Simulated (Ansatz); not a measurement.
# fcc Cu(111) / fcc Al(111) interface: specific resistance

Aim: the specific resistance of the fcc Cu(111) / fcc Al(111) interface. Experiment: current-perpendicular-to-plane resistances of sputtered multilayers at 4.2 K give 2AR = 2.15 ± 0.4 fΩ m² (J. Bass, CPP magnetoresistance of magnetic multilayers: a critical review, arXiv:1511.07387 (2015), Table 10). Those interfaces are textured, rough and intermixed over some layers.

Calculated with Ansatz 0.2.0; Ansatz plane-wave DFT, PBE, PAW files; ballistic transport by layer matching (Landauer), zero bias, in the first sound run; inputs show where later runs differ.

**1. The structure**

The cell holds 18 atoms: 9 Cu and 9 Al. Its edges and angles: a = 2.709 Å, b = 2.709 Å, c = 40.199 Å, α = 90.0°, β = 90.0°, γ = 120.0°. It derives from Cu and Al. Regions: Cu, 9 atoms (9 Cu); Al, 9 atoms (9 Al). The structure's axis is c.

**2. Transmission: PBE**

Both metals share one in-plane lattice, the mean of the two, each at its own atomic volume. The two leads are named in the middle of each metal, so that only one of the cell's two interfaces is crossed. The mesh across the current, 52×52, is finer than the density's, because channels open and close sharply across the zone. Energies from -0.27 to 0.27 eV in steps of 0.036 eV cover the slope of the Fermi function at 300 K, so the program can form a conductance.

input.yaml reads:

```yaml
crystal:
  lattice:
    - [2.7092548834, 0.0, 0.0]
    - [-1.3546274417, 2.3462835543, 0.0]
    - [0.0, 0.0, 40.199172872]
  atoms:
    - { symbol: Cu, position: [0.0, 0.0, 0.0248761337] }
    - { symbol: Cu, position: [0.3333333333, 0.6666666667, 0.0710932686] }
    - { symbol: Cu, position: [0.6666666667, 0.3333333333, 0.1173104034] }
    - { symbol: Cu, position: [0.0, 0.0, 0.1635275382] }
    - { symbol: Cu, position: [0.3333333333, 0.6666666667, 0.209744673] }
    - { symbol: Cu, position: [0.6666666667, 0.3333333333, 0.2559618079] }
    - { symbol: Cu, position: [0.0, 0.0, 0.3021789427] }
    - { symbol: Cu, position: [0.3333333333, 0.6666666667, 0.3483960775] }
    - { symbol: Cu, position: [0.6666666667, 0.3333333333, 0.3946132123] }
    - { symbol: Al, position: [0.0, 0.0, 0.4501687679] }
    - { symbol: Al, position: [0.3333333333, 0.6666666667, 0.5150627442] }
    - { symbol: Al, position: [0.6666666667, 0.3333333333, 0.5799567205] }
    - { symbol: Al, position: [0.0, 0.0, 0.6448506967] }
    - { symbol: Al, position: [0.3333333333, 0.6666666667, 0.709744673] }
    - { symbol: Al, position: [0.6666666667, 0.3333333333, 0.7746386493] }
    - { symbol: Al, position: [0.0, 0.0, 0.8395326256] }
    - { symbol: Al, position: [0.3333333333, 0.6666666667, 0.9044266019] }
    - { symbol: Al, position: [0.6666666667, 0.3333333333, 0.9693205782] }
kpoints:
  mp_grid: { grid: [16, 16, 1] }
hamiltonian:
  xc: pbe
scf:
  occupations: { method: fermi_dirac, width: 0.1 }
output:
  transmission:
    leads: [[3, 4], [12, 13]]
    kmesh: [52, 52]
    e_range: [-0.27, 0.27]
    de: 0.036
  write_potential: true
  write_density: true
  volumetric_format: npy
  elf: true
```

The run is started by

```
> ansatz run input.yaml --threads 4 --pin off --max-ram 15360MiB --backend cpu --events-out ev --progress --plain --runs-dir out
```

Numbers of over 12 decimals in the logs are rounded to 6 here.

What it wrote:

```text
Engine: ansatz 0.2.0, aarch64-unknown-linux-gnu
Pseudopotentials: kind: paw
Pseudopotential: Cu, paw, valence charge 19, recommended cutoff 420 eV (normal), Cu.paw.azcp
Pseudopotential: Al, paw, valence charge 3, recommended cutoff 420 eV (normal), Al.paw.azcp
Functional definition: PBE
  parameter kappa = 0.804
  parameter beta = 0.066725
  exchange = pbe_x(kappa = kappa, mu = beta*pi^2/3)
  correlation = pbe_c(beta = beta)
Crystal: 18 atoms, lattice volume = 255.533 Å³
Basis set: ecut = 420 eV, 5049 PW (Γ)
Bands: 119, of which v1, the nominal top of the filled ones, is band 99 counted from 1 (98 counted from 0)
Symmetry: 12 space group operations
Space group: P-3m1 (ITA 164), of the structure as read, at distance tolerance 6.3e-5 Å
k-points: 30 of 256
Non-local potential: Cu, projectors of the file, l = 0: 3, l = 1: 2, l = 2: 3, l = 3: 1
Non-local potential: Al, projectors of the file, l = 0: 2, l = 1: 2, l = 2: 1
PAW form: soft (Blöchl's): semilocal exchange-correlation on the pseudo side does not see the compensation charge
PAW one-centre angular grid: Cu, 590 points (default); XC on 64 Gauss nodes
PAW one-centre angular grid: Al, 110 points (default); XC on 64 Gauss nodes
Initial density: superposition of atomic densities (neutral atoms: chi_scale 0, normalization atom), corrected by the library's trained network
Initial wavefunctions: pseudopotential atomic-orbital guess
Functional: x = pbe(κ = 0.804, μ = 0.219515), c = pbe(β = 0.066725)
SCF iter   1: F=—  HF=-64462.987979 eV  |F-HF|=—  |Δ(HF+E_count)|=         —  Δρ=4.56e-3  dr2=5.08e0  ethr=1.77e-3  ⟨swp⟩=6.9  Hψ=14310  notcnv=0  defer=89
preconditioner: auto → Kerker (q_TF=auto, 2.615 Å⁻¹)  [metal: Δε(μ)=0.014 eV  Ē_g=7.066 eV  σ=0.100 eV  W_gap=0.03  n_scr=32 (ndim 8)  ℏωp=26.1 eV  f_vac=0.000  D(μ)=6.15/eV (n_scr^D=26)]
SCF iter   2: F=—  HF=-64462.975072 eV  |F-HF|=—  |Δ(HF+E_count)|=   1.29e-2  Δρ=1.74e-3  dr2=2.22e0  ethr=1.77e-3  ⟨swp⟩=1.0  Hψ=4113  notcnv=0  defer=89
SCF iter   3: F=—  HF=-64462.967042 eV  |F-HF|=—  |Δ(HF+E_count)|=   8.03e-3  Δρ=2.97e-3  dr2=6.50e-1  ethr=1.12e-3  ⟨swp⟩=1.0  Hψ=3401  notcnv=0  defer=96
SCF iter   4: F=—  HF=-64462.961652 eV  |F-HF|=—  |Δ(HF+E_count)|=   5.39e-3  Δρ=2.71e-4  dr2=5.51e-3  ethr=3.28e-4  ⟨swp⟩=1.0  Hψ=3401  notcnv=0  defer=99
SCF iter   5: F=—  HF=-64462.961677 eV  |F-HF|=—  |Δ(HF+E_count)|=   2.50e-5  Δρ=2.26e-4  dr2=1.95e-4  ethr=2.78e-6  ⟨swp⟩=1.0  Hψ=3401  notcnv=0  defer=99
SCF iter   6: F=—  HF=-64462.961667 eV  |F-HF|=—  |Δ(HF+E_count)|=   9.69e-6  Δρ=7.58e-5  dr2=1.78e-5  ethr=9.86e-8  ⟨swp⟩=2.0  Hψ=4293  notcnv=0  defer=99
SCF iter   7: F=—  HF=-64462.961720 eV  |F-HF|=—  |Δ(HF+E_count)|=   5.26e-5  Δρ=3.22e-5  dr2=7.84e-6  ethr=9.01e-9  ⟨swp⟩=2.2  Hψ=5809  notcnv=0  defer=104
SCF iter   8: F=—  HF=-64462.961720 eV  |F-HF|=—  |Δ(HF+E_count)|=   1.09e-7  Δρ=1.27e-5  dr2=1.12e-6  ethr=3.96e-9  ⟨swp⟩=2.1  Hψ=3989  notcnv=0  defer=104
SCF iter   9: F=-64462.961720 eV  HF=-64462.961720 eV  |F-HF|=3.78e-8  |Δ(HF+E_count)|=   9.04e-8  Δρ=2.12e-6  dr2=4.42e-8  ethr=5.05e-11  ⟨swp⟩=8.5  Hψ=13151  notcnv=0
SCF 1 converged in 9 iterations: F = -64462.961720 eV  dr2 = 4.42e-8
  greatest PAW one-centre occupation: 1.000 electrons in one spin orbital (limit 2), on the Cu atom at site 7 (counted from 0), in its partial waves of l = 0
transmission: 732 of 7308 steps passed
transmission: 1465 of 7308 steps passed
[...]
transmission: 7308 of 7308 steps passed
SCF converged after 9 iterations
Free energy (F): -64462.961720 eV
Harris-Foulkes:  -64462.961720 eV  (|F-HF|=3.78e-8)
Internal energy: -64462.758795 eV  (E = F + TS)
E sigma→0 (E₀):  -64462.860257 eV
Entropy (-TS):   -0.202925 eV (-11.274 meV/atom)
Fermi energy:    11.580202 eV
--- Per-component energies (eV) ---
  E_band       = -3943.760929
  E_kinetic    = 2908.233332
  E_local      = -790879.559187  (includes V_loc(G=0)·N_el)
  E_nonlocal   = 3603.843778
  E_hartree    = 392913.582447
  E_xc         = -1164.615564
  E_vxc        = -1302.051576  (∫ρ·V_xc dr)
  E_paw        = -19173.389612  (= ΣΔE_a)
  E_vpaw       = -4101.525514  (= ΣTr[D̂ρ^β])
  E_aug_tail   = 0.002667  (compensation charges beyond the density's cutoff)
  E_ewald      = 347329.143345
  E_smearing   = -0.202925  (= −TS)
  E_closure    = 0.000000  (closes the sum)
  Σ components = -64462.961720   (vs F -64462.961720, Δ=0.00e0)
--- Band table (eV; the first three rows and the last of 30) ---
  k-point 0: bands = [... 95 lower, 9.6844, 9.9339, 9.9339, 10.1036, 10.1036, 10.6082, 11.0255, 11.9539, ... 16 higher]
  k-point 1: bands = [... 95 lower, 9.8528, 9.9019, 9.9389, 10.0109, 10.1081, 10.9285, 11.2134, 12.2195, ... 16 higher]
  k-point 2: bands = [... 95 lower, 9.7704, 9.9525, 10.1207, 10.2279, 10.4605, 11.4940, 11.6337, 12.8513, ... 16 higher]
  k-point 29: bands = [... 95 lower, 10.5761, 10.8378, 11.0423, 11.2295, 12.3261, 12.3337, 12.6747, 12.6945, ... 16 higher]
--- Transmission ---
  basis      : 55 plane waves across, 29 finite elements along
  points     : 252, standing for a mesh of 52 x 52
  filling    : by the input's occupations and mesh, since the crystals that have channels conduct as metals do. If one of these is a semiconductor, that mesh has misplaced its level
  energies   : 16 from -0.270000 to 0.270000 eV about the Fermi level, 0.036000 eV apart; the leads are filled to 0.000000 eV, and channels, transmission and decay are at 0.018000 eV
  crystal 0  : Cu1, at the sites [3, 4], period 1.8579 Å, over 16.72 Å; its Hamiltonian steps by up to 1.8 meV
    offset         : up to 0.0000 Å between an atom of the period and one for which it stands
    filled         : 21.6 meV over the level at which it is neutral
    channels       : 9.134615e-1 a spin
    conductance    : 1.1120e15 S/m² at 300 K; may be off by some 0.0 % by where its bands' edges are placed, 1.1 % from the k-mesh, 0.1 % from the distance to neutral
    slowest decay  : 0.2557 /Å at (0.4038, 0.1731)
  crystal 1  : Al1, at the sites [12, 13], period 2.6087 Å, over 23.48 Å; its Hamiltonian steps by up to 4.7 meV
    offset         : up to 0.0000 Å between an atom of the period and one for which it stands
    filled         : 7.7 meV over the level at which it is neutral
    channels       : 1.183062e0 a spin
    conductance    : 1.4440e15 S/m² at 300 K; may be off by some 0.0 % by where its bands' edges are placed, 1.5 % from the k-mesh, 0.0 % from the distance to neutral
    slowest decay  : 0.0418 /Å at (0.3462, 0.2692)
  junction   : crystal 0 to crystal 1, 8.66 to 26.53 Å
    transmission   : 8.165861e-1 a spin
    conductance    : 9.9552e14 S/m² at 300 K (9.9237e14 on every other point, 9.9554e14 on every other energy)
    error estimate : 0.0 % from the energy spacing and 0.0 % from band edges of the leads and from resonances (wavevectors taken as independent; lower de), 0.9 % from the k-mesh, 0.2 % from the steps of its leads' Hamiltonians or their offsets (lay more layers), 0.0 % from the distance to neutral
    resistance     : 2.0857e-4 Ω µm² beyond half of each lead's own
```

Run time: 97 s. Hardware: 4 threads of Arm Neoverse V1, shared host; peak memory 1.3 GiB; 6 min of CPU time.

The column dr2 measures how far the density is from self-consistency, as an energy; F and HF (Harris–Foulkes) agree once it is small.

Numbers from this step:

```
free energy                                                                : -64462.9617 eV
energy at zero smearing                                                    : -64462.8603 eV
Fermi energy                                                               : 11.58 eV
cell area                                                                  : 6.357 Å²
step of the lead's potential                                               : 1.8 meV
ballistic conductance of the lead                                          : 1.11e15 S/m²
estimated errors of the lead's conductance                                 : 0, 1.1, 0.1 % (band edges, k-mesh, distance from neutral)
lead conductance per cell                                                  : 0.9123 G₀
step of the upper lead's potential                                         : 4.7 meV
ballistic conductance of the upper lead                                    : 1.44e15 S/m²
conductance of the junction                                                : 9.96e14 S/m²
junction conductance per cell                                              : 0.8167 G₀
estimated errors of the junction's conductance                             : 0, 0, 0.9, 0.2, 0 % (energy step, band edges, k-mesh, leads' steps, distance from neutral)
area resistance that the stack adds (contact term taken off, spin by spin) : 0.2086 fΩ m²
```

Per spin. Transmission, zone mean against energy, zero at the Fermi level:

| energy (eV) | transmission, zone mean |
| --- | --- |
| -0.270 | 0.808 |
| -0.234 | 0.806 |
| -0.198 | 0.805 |
| -0.162 | 0.806 |
| -0.126 | 0.809 |
| -0.090 | 0.815 |
| -0.054 | 0.818 |
| -0.018 | 0.818 |
| 0.018 | 0.817 |
| 0.054 | 0.816 |
| 0.090 | 0.816 |
| 0.126 | 0.818 |
| 0.162 | 0.818 |
| 0.198 | 0.823 |
| 0.234 | 0.827 |
| 0.270 | 0.831 |

Per spin. Table of open channels, zone mean by energy, zero at the Fermi level:

| energy (eV) | lead | upper lead |
| --- | --- | --- |
| -0.270 | 0.880 | 1.19 |
| -0.234 | 0.880 | 1.19 |
| -0.198 | 0.880 | 1.19 |
| -0.162 | 0.880 | 1.19 |
| -0.126 | 0.893 | 1.19 |
| -0.090 | 0.911 | 1.18 |
| -0.054 | 0.911 | 1.19 |
| -0.018 | 0.911 | 1.18 |
| 0.018 | 0.913 | 1.18 |
| 0.054 | 0.913 | 1.19 |
| 0.090 | 0.913 | 1.19 |
| 0.126 | 0.913 | 1.19 |
| 0.162 | 0.913 | 1.19 |
| 0.198 | 0.929 | 1.19 |
| 0.234 | 0.942 | 1.20 |
| 0.270 | 0.942 | 1.21 |

Transmission over k1 and k2. At -0.0180 eV from the Fermi level (the log's summary may quote the solved energy on the other side of it).

Ten even steps from '_' (0.00) to '@' (1.00), each cell a mean:
```
%%%%##%%@@@@@@@@@@@@@@@@%%%%##%%########****++--++**########
%%##@@@@@@@@@@@@@@@@@@@@@@@@@@%%%%####++......__........==##
##@@@@@@@@@@@@@@@@@@@@@@@@@@@@@@@@@@####++______________==%%
@@@@@@@@@@@@@@@@@@@@@@@@@@@@@@@@@@@@@@@@##**::__________==**
@@@@@@@@@@@@@@@@@@@@@@@@@@@@@@@@@@@@@@@@@@%%++..________..==
@@@@@@@@@@@@@@@@@@@@@@@@@@@@@@@@@@@@@@@@@@@@@@**==..____--++
@@@@@@@@@@@@@@@@@@@@@@@@@@@@@@@@@@@@@@@@@@@@@@@@%%**::__==**
%%@@@@@@@@@@@@@@@@@@@@@@@@@@@@@@@@@@@@@@@@@@@@@@@@%%##====##
##@@@@@@@@@@@@@@@@@@@@%%%%%%%%%%%%@@@@@@@@@@@@@@@@@@%%%%##%%
%%%%@@@@@@@@@@@@@@@@@@%%%%######%%%%@@@@@@@@@@@@@@@@@@%%%%##
####@@@@@@@@@@@@@@@@@@%%%%########%%%%@@@@@@@@@@@@@@@@@@##%%
######@@@@@@@@@@@@@@@@@@%%%%########%%%%@@@@@@@@@@@@@@@@%%##
%%####%%@@@@@@@@@@@@@@@@@@%%%%%%%%%%%%%%@@@@@@@@@@@@@@@@@@%%
####**##%%@@@@@@@@@@@@@@@@@@@@%%%%%%%%@@@@@@@@@@@@@@@@@@@@@@
####..--##%%@@@@@@@@@@@@@@@@@@@@@@@@@@@@@@@@@@@@@@@@@@@@@@@@
##**..__::++##@@@@@@@@@@@@@@@@@@@@@@@@@@@@@@@@@@@@@@@@@@@@@@
%%--________::++@@@@@@@@@@@@@@@@@@@@@@@@@@@@@@@@@@@@@@@@@@@@
##==..________..**%%@@@@@@@@@@@@@@@@@@@@@@@@@@@@@@@@@@@@@@@@
####..__________::++%%%%@@@@@@@@@@@@@@@@@@@@@@@@@@@@@@@@@@@@
####..______________==##%%%%@@@@@@@@@@@@@@@@@@@@@@@@@@@@@@%%
%%**========::..======**######%%%%@@@@@@@@@@@@@@@@@@@@@@####
####%%########**################%%%%##%%@@@@@@@@@@@@####%%%%
```
Columns: k1 (b1) from -0.5 to 0.481; rows upwards: k2 (b2) from -0.5 to 0.481.

Open channels over k1 and k2. At -0.0180 eV from the Fermi level (the log's summary may quote the solved energy on the other side of it).

Values, 12 rows by 16 columns, each cell a mean:
```
1.00 1.00 1.00 1.00 1.00 1.00 1.00 1.00 1.00 1.00 0.86 0.69 0.69 0.69 0.69 0.98
1.00 1.00 1.00 1.00 1.00 1.00 1.00 1.00 1.00 1.00 0.96 0.42 0.00 0.00 0.00 0.92
1.00 1.00 1.00 1.00 1.00 1.00 1.00 1.00 1.00 1.00 1.00 1.00 0.66 0.05 0.00 0.92
1.00 1.00 1.00 1.00 1.00 1.00 1.00 1.00 1.00 1.00 1.00 1.00 1.00 0.86 0.20 0.92
1.00 1.00 1.00 1.00 1.00 1.00 1.00 1.00 1.00 1.00 1.00 1.00 1.00 1.00 0.96 0.99
1.00 1.00 1.00 1.00 1.00 1.00 1.00 1.00 1.00 1.00 1.00 1.00 1.00 1.00 1.00 1.00
1.00 1.00 1.00 1.00 1.00 1.00 1.00 1.00 1.00 1.00 1.00 1.00 1.00 1.00 1.00 1.00
1.00 0.83 1.00 1.00 1.00 1.00 1.00 1.00 1.00 1.00 1.00 1.00 1.00 1.00 1.00 1.00
1.00 0.24 0.45 0.98 1.00 1.00 1.00 1.00 1.00 1.00 1.00 1.00 1.00 1.00 1.00 1.00
1.00 0.23 0.00 0.21 0.88 1.00 1.00 1.00 1.00 1.00 1.00 1.00 1.00 1.00 1.00 1.00
1.00 0.23 0.00 0.00 0.08 0.69 1.00 1.00 1.00 1.00 1.00 1.00 1.00 1.00 1.00 1.00
1.00 0.94 0.92 0.92 0.92 0.93 1.00 1.00 1.00 1.00 1.00 1.00 1.00 1.00 1.00 1.00
```
Columns: k1 (b1) from -0.5 to 0.481; rows upwards: k2 (b2) from -0.5 to 0.481.

Valence density in the ca plane at fractional y = 0.000, with atoms of Cu and Al within 0.2 Å of it. It is the smooth field of the valence electrons, not physical close to the nuclei.

Ten steps, logarithmic in the rise over the least value, from '0' (0 e/Å³) to '9' (53 e/Å³), each cell a mean:
```
00000003786200000000000000000000000000000000
00000001353100000000000000000000000000000000
10011100111001110011100000000000000000000000
10112100000001210012100000000000000000000000
10011100000001110011100000000000000000000000
00001001232100100001000000000000000000000000
00000002575200000000000000000000000000000000
00000003897300000000000000000000000000000000
```
Columns run along c (16.0 Å, from fractional 0.22 to 0.62 of the cell), rows up along a (2.7 Å). Atoms in or near the plane, at fractional coordinates: Cu at (0.30, 0.00), Al at (0.45, 0.00).

Electrostatic potential energy in the ca plane at fractional y = 0.000, with atoms of Cu and Al within 0.2 Å of it. With pseudopotentials it is smooth inside the atoms' cores, unlike the true potential.

Ten even steps from '0' (-25 eV) to '9' (14 eV), each cell a mean:
```
99999983000489999999998657647999999999999999
99998996212799899998999755558998888999888899
89876799777997678986789876689997667899866789
68854689999986458864589998899986556898755689
78865799989987568875689987789987557899755689
89988898534898889988899865568998778999877899
99999984000589999999999656557999889999988999
99999982000289999999998557746999999999999999
```
Columns run along c (16.0 Å, from fractional 0.22 to 0.62 of the cell; values clipped at the 3rd and 97th percentile), rows up along a (2.7 Å). Atoms in or near the plane, at fractional coordinates: Cu at (0.30, 0.00), Al at (0.45, 0.00).

ELF in the ca plane at fractional y = 0.000, with atoms of Cu and Al within 0.2 Å of it. It is the smooth field of the valence electrons, not physical close to the nuclei.

Ten even steps from '0' (0.07) to '9' (0.86), each cell a mean:
```
12112211474112211222235400015556775322577755
12111111121111111211124531245556776433577754
11111111111111111111113566665456666545666654
11111112212211111111112467764445556555655554
11111111111211111111112467764445666545666654
11111111111111111111113553455456776434677654
12111211353112111211235510025556775323577755
11122211696112211222245401005556775212467655
```
Columns run along c (16.0 Å, from fractional 0.22 to 0.62 of the cell), rows up along a (2.7 Å). Atoms in or near the plane, at fractional coordinates: Cu at (0.30, 0.00), Al at (0.45, 0.00).

The larger of the two leads' potential steps is 4.7 meV from period to period, small in itself. The program estimates the junction's conductance to 0.9 % from the k-mesh, 0 % from the leads' distance from neutral and 0.2 % from their steps.

**3. Resistance: PBE**

This step: Ansatz plane-wave DFT, PBE, PAW files; ballistic transport by layer matching (Landauer), zero bias; specific resistance of one interface, 1/T less the mean of the leads' 1/N (Ansatz 0.2.0).

Numbers from this step:

- area resistance: 0.2087 fΩ m²
- T over the leads' mean channel count: 0.7786
- twice the interface resistance (2AR, or 2AR* for magnets): 0.4174 fΩ m²

Twice the interface resistance is 0.417 fΩ m² here, against 2.15 measured.

By hand, with T and the leads' channels N averaged over the energies near the Fermi level: RA = A (h/2e²)(1/T − ½[1/N₁ + 1/N₂]) = 6.357×10⁻²⁰ m² × 12 906 Ω × (1/0.8171 − ½[1/0.9124 + 1/1.186]) = 0.209 fΩ m².

[end of part 1 of 3]

[Logs are printed without paths, hosts, clocks, repeated set-up lines and the standing remarks that a program may print on its own settings, such as how far it seeks lower states.]

[Hosts, paths, dates, database ids (printed as entryN), source tags and the programs' standing remarks are cut or masked in the printed files.]
